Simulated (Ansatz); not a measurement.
## TaN: energy along a strain

TaN, P-6m2, a = 2.938 Å, c = 2.883 Å (as given, not relaxed at this level: -0.2 GPa). This isn't the usual stable structure of the compound. Ansatz: r2SCAN, PAW, 500 eV, Γ-centred 18×18×16 mesh on 2 atoms, Gaussian smearing 0.15 eV; no spin polarisation. Cell vectors (Å): 2.938 0.000 0.000; -1.469 2.544 0.000; 0.000 0.000 2.883. The cell is strained by x per cent times the pattern (0 1 0 0 0 0) in the order xx yy zz yz xz xy (engineering shears), with fractional coordinates held. y is the free energy over the start, V0 = 10.776 Å³/atom.

```tsv
x (%)	y (meV/atom)
-6.00	92.10
-4.50	49.66
-3.00	?
-1.50	4.79
0.00	0.00
1.50	5.46
3.00	20.28
4.50	43.73
5.25	58.49
6.00	75.13
```

**Question.** Fit y = c1 x + c2 x² + c3 x³ to the other rows, get the stiffness along the pattern, and predict the missing energy.

**Answer.** Least squares on the rows shown. y = 0.28373 x + 2.3177 x² − 0.047176 x³. The clamped-ion stiffness p·C·p = 2 × 23.18 eV × 160.2 / 10.776 Å³ = 689 GPa, which is C22 in these axes; c1 is there for the stress left in the start, which by itself gives a slope of 0.33 meV/atom per %. At x = -3.00 the fit asked for gives 21.28 meV/atom. The run gave 20.95 meV/atom, so the fit is 0.33 meV/atom too high, within twice the rms miss on the fitted rows (0.17 meV/atom).

Spin–orbit coupling is left out, which can shift energies with elements as heavy as these.